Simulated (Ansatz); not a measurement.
# Sn: the cost of one run

Computed with Ansatz 0.2.0 (DFT PBE, scalar-relativistic, plane waves, PAW, unless a step's input says otherwise).

## (1) The starting structure

The structure is hexagonal, space group P6/mmm (No. 191). The conventional cell has a = 4.667 Å, b = 4.667 Å, c = 3.134 Å, α = 90.00°, β = 90.00°, γ = 120.00°. Sn (site symmetry -6m2) is surrounded by 3 Sn at 2.69 Å.

Coordinates:

```xyz
2
Lattice="4.6672 0.0000 0.0000 -2.3336 4.0419 0.0000 0.0000 0.0000 3.1340" Properties=species:S:1:pos:R:3 pbc="T T T"
Sn    0.0000    2.6946    0.0000
Sn    2.3336    1.3473    0.0000
```

A structure generator made this guess: random cell by space group and Wyckoff sites (P6/mmm, No. 191). Its size is a rough estimate.

## (2) Probe: one point on a coarse mesh

The input, input.yaml:

```yaml
crystal:
  lattice:
    - [4.66715916, 0.0, 0.0]
    - [-2.33357958, 4.04187839, 0.0]
    - [0.0, 0.0, 3.13398306]
  atoms:
    - { symbol: Sn, position: [0.33333333, 0.66666667, 0.0] }
    - { symbol: Sn, position: [0.66666667, 0.33333333, 0.0] }
basis:
  ecutwfc: 420
kpoints:
  mp_grid: { grid: [6, 6, 6] }
hamiltonian:
  xc: pbe
scf:
  occupations: { method: gaussian, width: 0.1 }
  lower_state_search: "off"
output:
  forces: true
  stress: true
  eigenvalues: true
```

Run with:

```bash
$ ansatz run input.yaml --threads 1 --pin off --max-ram 2560MiB --backend cpu --events-out ev --progress --plain --runs-dir out
```

Q: Estimate wall time and peak memory on 1 thread of Intel Xeon at 2.50GHz (Skylake/Cascade Lake), shared host.

About 3.2 s, with a peak of 0.34 GiB.
